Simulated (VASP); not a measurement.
# Tc (P6_3/mmc) in VASP: a series of runs, part 2 of 2

VASP 6.6.1. The steps go on from the part before.

## 3. Single point, LDA

The input, INCAR:

```
SYSTEM = Tc
PREC = Accurate
ENCUT = 520
EDIFF = 1E-6
ISMEAR = 0
SIGMA = 0.05
LREAL = .FALSE.
LASPH = .TRUE.
NELM = 100
ALGO = Normal
ISIF = 2
LWAVE = .FALSE.
LCHARG = .TRUE.
GGA = CA
LELF = .TRUE.
LVHAR = .TRUE.
NBANDS = 20
```

The input, KPOINTS:

```
Automatic mesh
0
G
  11 11 6
  0 0 0
```

The input, POSCAR:

```
Tc
1.0
    2.7400000000      0.0000000000      0.0000000000
   -1.3700000000      2.3729096064      0.0000000000
    0.0000000000      0.0000000000      4.3980000000
Tc
2
Direct
    0.6666666667      0.3333333333      0.7500000000
    0.3333333333      0.6666666667      0.2500000000
```

Potentials or basis: VASP PAW LDA potentials, release 64 (Tc_pv).

Started as:

```
cat potpaw_LDA.64/Tc_pv/POTCAR > POTCAR
mpirun -np 1 vasp_std > vasp.out
```

OUTCAR:

```text
SYSTEM = Tc
   PREC = Accurate
   ENCUT = 520
   EDIFF = 1E-6
   ISMEAR = 0
   LREAL = .FALSE.
   LASPH = .TRUE.
   NELM = 100
   ISIF = 2
   GGA = CA

 ion  position               nearest neighbor table
   1  0.667  0.333  0.750-   2 2.71   2 2.71   2 2.71   2 2.71   2 2.71   2 2.71
   2  0.333  0.667  0.250-   1 2.71   1 2.71   1 2.71   1 2.71   1 2.71   1 2.71

  LATTYP: Found a hexagonal cell.
 ALAT       =     2.7400000000
 C/A-ratio  =     1.6051094891

  Lattice vectors:

 A1 = (   2.7400000000,   0.0000000000,   0.0000000000)
 A2 = (  -1.3700000000,   2.3729096064,   0.0000000000)
 A3 = (   0.0000000000,   0.0000000000,   4.3980000000)

Analysis of symmetry for initial positions (statically):
=====================================================================
 Subroutine PRICEL returns:
 Original cell was already a primitive cell.

 Routine SETGRP: Setting up the symmetry group for a
 hexagonal supercell.

 Subroutine GETGRP returns: Found 24 space group operations
 (whereof 12 operations were pure point group operations)
 out of a pool of 24 trial point group operations.

The static configuration has the point symmetry D_3d.
 The point group associated with its full space group is D_6h.

Analysis of symmetry for dynamics (positions and initial velocities):
=====================================================================
 Subroutine PRICEL returns:
 Original cell was already a primitive cell.

 Routine SETGRP: Setting up the symmetry group for a
 hexagonal supercell.

 Subroutine GETGRP returns: Found 24 space group operations
 (whereof 12 operations were pure point group operations)
 out of a pool of 24 trial point group operations.

The dynamic configuration has the point symmetry D_3d.
 The point group associated with its full space group is D_6h.

 Subroutine INISYM returns: Found 24 space group operations
 (whereof 12 operations are pure point group operations),
 and found     1 'primitive' translations

----------------------------------------------------------------------------------------

                                     Primitive cell

  volume of cell :      28.5948

  direct lattice vectors                    reciprocal lattice vectors
     2.740000000  0.000000000  0.000000000     0.364963504  0.210711777  0.000000000
    -1.370000000  2.372909606  0.000000000     0.000000000  0.421423554  0.000000000
     0.000000000  0.000000000  4.398000000     0.000000000  0.000000000  0.227376080

  length of vectors
     2.740000000  2.740000000  4.398000000     0.421423554  0.421423554  0.227376080

  position of ions in fractional coordinates (direct lattice)
     0.666666667  0.333333333  0.750000000
     0.333333333  0.666666667  0.250000000

  ion indices of the primitive-cell ions
   primitive index   ion index
                 1           1
                 2           2

----------------------------------------------------------------------------------------

 KPOINTS: Automatic mesh

Automatic generation of k-mesh.
 Grid dimensions read from file:
 generate k-points for:   11   11    6

 Generating k-lattice:

  Cartesian coordinates                     Fractional coordinates (reciprocal lattice)
     0.033178500  0.019155616  0.000000000     0.090909091  0.000000000  0.000000000
     0.000000000  0.038311232  0.000000000     0.000000000  0.090909091  0.000000000
     0.000000000  0.000000000  0.037896013     0.000000000  0.000000000  0.166666667

  Length of vectors
     0.038311232  0.038311232  0.037896013

  Shift w.r.t. Gamma in fractional coordinates (k-lattice)
     0.000000000  0.000000000  0.000000000

 Subroutine IBZKPT returns following result:
 ===========================================

 Found     64 irreducible k-points:

 Following reciprocal coordinates:
            Coordinates               Weight
  0.000000  0.000000  0.000000      1.000000
  0.090909 -0.000000  0.000000      6.000000
  0.181818  0.000000  0.000000      6.000000
  0.272727  0.000000  0.000000      6.000000
  0.363636  0.000000  0.000000      6.000000
  0.454545  0.000000  0.000000      6.000000
[... 16 lines left out ...]
  0.090909  0.090909  0.166667     12.000000
  0.181818  0.090909  0.166667     24.000000
 [... further k-points ...]
   k-points           NKPTS =     64   k-points in BZ     NKDIM =     64   number of bands    NBANDS=     20
   number of dos      NEDOS =    301   number of ions     NIONS =      2
   total plane-waves  NPLWV =  14400
   dimension x,y,z NGX =    20 NGY =   20 NGZ =   36
   dimension x,y,z NGXF=    40 NGYF=   40 NGZF=   72
   ions per type =               2
   NGX,Y,Z   is equivalent  to a cutoff of  12.13, 12.13, 13.61 a.u.
   NGXF,Y,Z  is equivalent  to a cutoff of  24.27, 24.27, 27.22 a.u.
 SYSTEM =  Tc
   PREC   = accura    normal or accurate (medium, high low for compatibility)
   ISTART =      0    job   : 0-new  1-cont  2-samecut
   ICHARG =      2    charge: 1-file 2-atom 10-const
   ISPIN  =      1    spin polarized calculation?
   LNONCOLLINEAR =      F non collinear calculations
   LSORBIT =      F    spin-orbit coupling
   LASPH  =      T    aspherical Exc in radial PAW
   ENCUT  =  520.0 eV  38.22 Ry    6.18 a.u.   5.09  5.09  8.18*2*pi/ulx,y,z
   NELM   =    100;   NELMIN=  2; NELMDL= -5     # of ELM steps
   EDIFF  = 0.1E-05   stopping-criterion for ELM
   LREAL  =      F    real-space projection
   EDIFFG = 0.1E-04   stopping-criterion for IOM
   NSW    =      0    number of steps for IOM
   IBRION =     -1    ionic relax: 0-MD 1-quasi-New 2-CG
   NFREE  =      0    steps in history (QN), initial steepest desc. (CG)
   ISIF   =      2    stress and relaxation
   ISYM   =      2    0-nonsym 1-usesym 2-fastsym
   POTIM  = 0.5000    time-step for ionic-motion
   TEBEG  =    0.0;   TEEND  =   0.0 temperature during run
   PSTRESS=    0.0 pullay stress
   NELECT =      26.0000    total number of electrons
   NUPDOWN=      -1.0000    fix difference up-down
   EMIN   =  10.00;   EMAX   =-10.00  energy-range for DOS
   EFERMI =   0.00;   METHOD = LEGACY
   ISMEAR =     0;   SIGMA  =   0.05  broadening in eV -4-tet -1-fermi 0-gaus
   EFERMI_NEDOS =   21; number of points for ismear=-14 and -15
   IALGO  =     38    algorithm
   IMIX   =      4    mixing-type and parameters
     AMIX     =   0.40;   BMIX     =  1.00
     AMIX_MAG =   1.60;   BMIX_MAG =  1.00
  volume/ion in A,a.u.               =      14.30        96.48
  Fermi-wavevector in a.u.,A,eV,Ry     =   1.586002  2.997108 34.224109  2.515401
  Thomas-Fermi vector in A             =   2.685380
   LORBIT       =      0    0 simple, 1 ext, 2 COOP (PROOUT), +10 PAW based schemes
   GGA     = CA    functional components
   LHFCALC =     F    Hartree Fock is set to
   AEXX    =    0.0000 exact exchange contribution
   IVDW    =     0    specifies the selected vdW correction
   LEPSILON=     F    determine dielectric tensor
   LRPA    =     F    only Hartree local field effects (RPA)
 non-spin polarized calculation
 Gauss-broadening in eV      SIGMA  =   0.05
  energy-cutoff  :      520.00
  volume of cell :       28.59
 maximum number of plane-waves:       784
   NGX = 11   NGY = 11   NGZ = 17

 number of electron      25.9999998 magnetization

 Free energy of the ion-electron system (eV)
  ---------------------------------------------------
  ext. energy  EPLUGINS =         0.00000000
  ---------------------------------------------------
  free energy    TOTEN  =       -23.43384406 eV

  energy without entropy =      -23.43186309  energy(sigma->0) =      -23.43285358

 E-fermi :  12.5065     XC(G=0): -14.0312

 val. band max:       12.4900279214   @ k =   0.0909   0.0909   0.0000
 cond. band min:      12.5114199912   @ k =   0.3636   0.2727   0.5000
 fundamental gap:      0.0213920698
 Fermi energy:        12.5064892112

 k-point     1 :       0.0000    0.0000    0.0000
  band No.  band energies     occupation
      1     -26.7526      2.00000
      2     -25.6324      2.00000
      3     -25.6324      2.00000
      4     -25.4437      2.00000
      5     -25.4437      2.00000
      6     -25.3983      2.00000
[... 12 lines left out ...]
     19      23.5573      0.00000
     20      26.8503      0.00000
[... 507 lines left out ...]
 k-point    24 :       0.1818    0.0909    0.1667
  band No.  band energies     occupation
      1     -26.5022      2.00000
      2     -26.0209      2.00000
      3     -25.9630      2.00000
      4     -25.7528      2.00000
      5     -25.5609      2.00000
      6     -25.5161      2.00000
[... 12 lines left out ...]
     19      24.6315      0.00000
     20      28.0952      0.00000

 [... further k-points ...]

------------------------ aborting loop because EDIFF is reached ----------------------------------------

  FORCE on cell =-STRESS in cart. coord.  units (eV):
  Direction    XX          YY          ZZ          XY          YZ          ZX
  --------------------------------------------------------------------------------------
  -------------------------------------------------------------------------------------
  Total       -2.1313807     -2.1313807     -2.1022543      0.0000000      0.0000000     -0.0000000
  in kB     -119.4220821   -119.4220821   -117.7901166      0.0000000      0.0000000     -0.0000000
  external PRESSURE =    -118.8780936 kB  Pullay stress =       0.0000000 kB

 VOLUME and BASIS-vectors are now :
 -----------------------------------------------------------------------------
  energy-cutoff  :      520.00
  volume of cell :       28.59
      direct lattice vectors                 reciprocal lattice vectors
     2.740000000  0.000000000  0.000000000     0.364963504  0.210711777  0.000000000
    -1.370000000  2.372909606  0.000000000     0.000000000  0.421423554  0.000000000
     0.000000000  0.000000000  4.398000000     0.000000000  0.000000000  0.227376080

 POSITION                                       TOTAL-FORCE (eV/Angst)
 -----------------------------------------------------------------------------------
      1.37000      0.79097      3.29850        -0.000000      0.000000      0.000000
     -0.00000      1.58194      1.09950         0.000000     -0.000000      0.000000
 -----------------------------------------------------------------------------------
    total drift:                               -0.000000      0.000000     -0.000000

  FREE ENERGIE OF THE ION-ELECTRON SYSTEM (eV)
  ---------------------------------------------------
  free  energy   TOTEN  =       -23.4338440603 eV

  energy  without entropy=      -23.4318630946  energy(sigma->0) =      -23.43285358
```

OSZICAR:

```text
N       E                     dE             d eps       ncg     rms          rms(c)
DAV:   1     0.311817717565E+03    0.31182E+03   -0.16343E+04  2576   0.136E+03
DAV:   2    -0.170380334990E+02   -0.32886E+03   -0.32155E+03  2688   0.412E+02
DAV:   3    -0.249771665876E+02   -0.79391E+01   -0.78812E+01  2944   0.750E+01
DAV:   4    -0.250278754613E+02   -0.50709E-01   -0.50704E-01  2792   0.651E+00
DAV:   5    -0.250283555306E+02   -0.48007E-03   -0.48007E-03  2924   0.620E-01    0.205E+01
DAV:   6    -0.236064550658E+02    0.14219E+01   -0.27286E+00  2788   0.155E+01    0.612E+00
DAV:   7    -0.234471303867E+02    0.15932E+00   -0.38409E-01  2904   0.535E+00    0.883E-01
DAV:   8    -0.234337725886E+02    0.13358E-01   -0.95623E-03  2644   0.992E-01    0.903E-02
DAV:   9    -0.234338302231E+02   -0.57634E-04   -0.14270E-04  2924   0.102E-01    0.352E-02
DAV:  10    -0.234338441500E+02   -0.13927E-04   -0.13203E-05  2820   0.283E-02    0.744E-03
DAV:  11    -0.234338440603E+02    0.89643E-07   -0.76184E-07  1700   0.813E-03
   1 F= -.23433844E+02 E0= -.23432854E+02  d E =-.198097E-02
```

stdout:

```text
POSCAR found type information on POSCAR Tc
 POSCAR found :  1 types and       2 ions
 scaLAPACK will be used
 LDA part: xc-table for (Slater(with rela. corr.)+CA(PZ))
 , standard interpolation
 POSCAR, INCAR and KPOINTS ok, starting setup
 FFT: planning ... GRIDC
 FFT: planning ... GRID_SOFT
 FFT: planning ... GRID
 WAVECAR not read
 entering main loop
```

Run time: 18 s. Hardware: 1 thread of Intel Xeon Platinum 8488C (Sapphire Rapids), shared host; peak memory 0.14 GiB.

What came out:

```yaml
Free_energy: -23.4338 eV
Pressure: -11.9 GPa
Band_gap_on_the_k_mesh: none (metal or under the smearing width)
```

Stress tensor (GPa, compression positive):
```
-11.94   0.00   0.00
  0.00 -11.94   0.00
  0.00   0.00 -11.78
```

Levels at points of the mesh, in eV from the Fermi level:
```csv
k point,band 10,band 11,band 12,band 13,band 14,band 15,band 16,band 17
"(0.00, 0.00, 0.00)",-1.55,-1.49,-0.84,-0.84,-0.11,-0.11,1.71,2.56
"(0.00, 0.00, 0.50)",-1.87,-1.68,-1.68,-1.68,-1.68,1.88,1.88,1.88
```

## 4. Single point, PBE, non-collinear spin, zero start, spin-orbit coupling

The input, INCAR:

```
SYSTEM = Tc
  PREC = Accurate
  ENCUT = 520
  EDIFF = 1E-6
  ISMEAR = 1
  SIGMA = 0.05
  LREAL = .False.
  LASPH = .True.
  NELM = 150
  ALGO = Fast
  ISIF = 2
  LWAVE = .False.
  LCHARG = .False.
  MAGMOM = 0 0 0 0 0 0
  LORBIT = 11
  LSORBIT = .True.
  GGA_COMPAT = .False.
  LORBMOM = .True.
  LMAXMIX = 4
  GGA = PE
  NBANDS = 38
```

The input, KPOINTS:

```
Automatic mesh
0
Gamma
  9 9 5
  0 0 0
```

POSCAR is that of step 3.

Potentials or basis: VASP PAW PBE potentials, release 64 (Tc_pv).

Started as:

```
cat potpaw_PBE.64/Tc_pv/POTCAR > POTCAR
mpirun -np 1 vasp_ncl > vasp.out
```

Wall time 65 s (1 thread of AMD EPYC 7R13 (Zen 3), shared host); peak memory 0.2 GiB.

Results (log left out):

- Free energy: -20.8871 eV
- Pressure: 2.9 GPa
- Net moment: 0.00 μB per cell
- Valence electrons inside the program's atomic spheres: Tc 12.10

Stress tensor (GPa, compression positive):
```
2.92 0.00 0.00
0.00 2.92 0.00
0.00 0.00 2.72
```

Moments on the atoms (μB; x, y, z):
```
Tc  0.00 0.00 0.00
Tc  0.00 0.00 0.00
```

## 5. Single point, PBE

The input, INCAR:

```
PREC = Accurate
ENCUT = 520
EDIFF = 1E-7
ISMEAR = 1
SIGMA = 0.1
LREAL = F
LASPH = T
NELM = 100
ALGO = Normal
ISIF = 2
LWAVE = F
LCHARG = F
GGA = PE
NBANDS = 20
```

The input, KPOINTS:

```
regular mesh
0
Gamma
  15 15 8
```

POSCAR is that of step 4.

Started as:

```
cat potpaw_PBE.64/Tc_pv/POTCAR > POTCAR
mpirun -np 1 vasp_std > vasp.out
```

Wall time 43 s (1 thread of AMD EPYC 7R13 (Zen 3), shared host); peak memory 0.15 GiB.

The run converged. Its results:

* Free energy: -20.6974 eV
* Pressure: 2.2 GPa
* Band gap on the k mesh: none (metal or under the smearing width)

Stress tensor (GPa, compression positive):
```
2.73 0.00 0.00
0.00 2.73 0.00
0.00 0.00 1.09
```

Levels at points of the mesh, in eV from the Fermi level:
| k point | band 11 | band 12 | band 13 | band 14 | band 15 | band 16 |
| --- | --- | --- | --- | --- | --- | --- |
| (0.00, 0.00, 0.00) | -1.47 | -0.81 | -0.81 | -0.10 | -0.10 | 1.69 |
| (0.00, 0.00, 0.50) | -1.66 | -1.66 | -1.66 | -1.66 | 1.89 | 1.89 |

## 6. The runs side by side

```tsv
level	potentials or basis	spin	k mesh	smearing	gap on the mesh (eV)	pressure (GPa)
r2SCAN	VASP PAW PBE potentials, release 64 (Tc_pv)	off	11 × 11 × 6	tetrahedron	none	-1.6
LDA	VASP PAW LDA potentials, release 64 (Tc_pv)	off	11 × 11 × 6	gaussian 0.05 eV	none	-11.9
PBE	VASP PAW PBE potentials, release 64 (Tc_pv)	non-collinear, zero start, SOC	9 × 9 × 5	methfessel-paxton 0.05 eV	-	2.9
PBE	VASP PAW PBE potentials, release 64 (Tc_pv)	off	15 × 15 × 8	methfessel-paxton 0.1 eV	none	2.2
```

Alike in all rows: task single point; cell as given; cutoff (eV) 520.

Caveats: the PAW data sets were made with another functional, which shifts forces and pressure a little (some runs).

Absolute energies hang on the potentials; compare differences alone.
